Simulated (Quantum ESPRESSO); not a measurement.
Runs of Quantum ESPRESSO 7.5 on SnTe. The structure is cubic, space group Fm-3m (No. 225). Conventional cell: a = 6.302 Å, b = 6.302 Å, c = 6.302 Å, α = 90.00°, β = 90.00°, γ = 90.00°. Te (site symmetry m-3m) is surrounded by 6 Sn at 3.15 Å. Sn (site symmetry m-3m) has 6 Te at 3.15 Å as nearest neighbours. 

```tsv
level	smearing	dispersion computed by	V0 of scaled cells (Å³/atom)	B0 (GPa)
PBE+D3(BJ)	gaussian 0.136 eV	-	(b)	44
PW91+D4	fermi-dirac 0.05 eV	dftd4 4.3.1 through ASE	31.66	44
BLYP+D4	fermi-dirac 0.05 eV	dftd4 4.3.1 through ASE	(a)	39
revPBE+D4	fermi-dirac 0.05 eV	dftd4 4.3.1 through ASE	31.09	45
```

Alike in all rows: task equation of state; potentials or basis PseudoDojo 0.4.1 SR PBE standard; no spin polarisation; cell as given; k mesh 7 × 7 × 7; cutoff (eV) 1088.

Problem. Estimate the missing entries.

Solution. (a) 32.68; (b) 31.50.

Caveats: the potentials were made for another functional, which shifts forces and pressure (some runs).
